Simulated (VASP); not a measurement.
Data:

```
InN
1.0
    1.76906    -3.06410     0.00000
    1.76906     3.06410     0.00000
    0.00000     0.00000     5.71188
In N
2 2
Direct
  0.66667   0.33333   0.49989
  0.33333   0.66667   0.99989
  0.66667   0.33333   0.87911
  0.33333   0.66667   0.37911
```

The numbers are results of PBEsol GGA, VASP's PBE PAW potentials (set 64) (plane waves; VASP), not measurements. Run with 650 eV cut-off, 9×9×5 Γ-centred mesh, first-order Methfessel-Paxton smearing of 0.10 eV, potentials In_d N.

Finite-difference elastic constants of metals are sensitive to mesh and smearing; shear constants can be off by tens of GPa.

Q: Give the elastic stiffness tensor with the ions relaxed (GPa, in the frame of the cell).

A: 
```json
[
 {"": "xx", "xx": "214", "yy": "109", "zz": "89.2", "yz": "0.0", "xz": "0.0", "xy": "0.0"},
 {"": "yy", "xx": "109", "yy": "214", "zz": "89.2", "yz": "0.0", "xz": "0.0", "xy": "0.0"},
 {"": "zz", "xx": "89.2", "yy": "89.2", "zz": "221", "yz": "0.0", "xz": "0.0", "xy": "0.0"},
 {"": "yz", "xx": "0.0", "yy": "0.0", "zz": "0.0", "yz": "47.1", "xz": "0.0", "xy": "0.0"},
 {"": "xz", "xx": "0.0", "yy": "0.0", "zz": "0.0", "yz": "0.0", "xz": "47.1", "xy": "0.0"},
 {"": "xy", "xx": "0.0", "yy": "0.0", "zz": "0.0", "yz": "0.0", "xz": "0.0", "xy": "52.6"}
]
```

Q: Estimate the Hill bulk modulus, Hill shear modulus, Young's modulus, Poisson's ratio.

A: 
```
Property               Result
------------------  ---------
Hill bulk modulus   1360 kbar
Hill shear modulus   53.0 GPa
Young's modulus       141 GPa
Poisson's ratio         0.327
```

The compound is InN in the wurtzite structure. It was relaxed first.
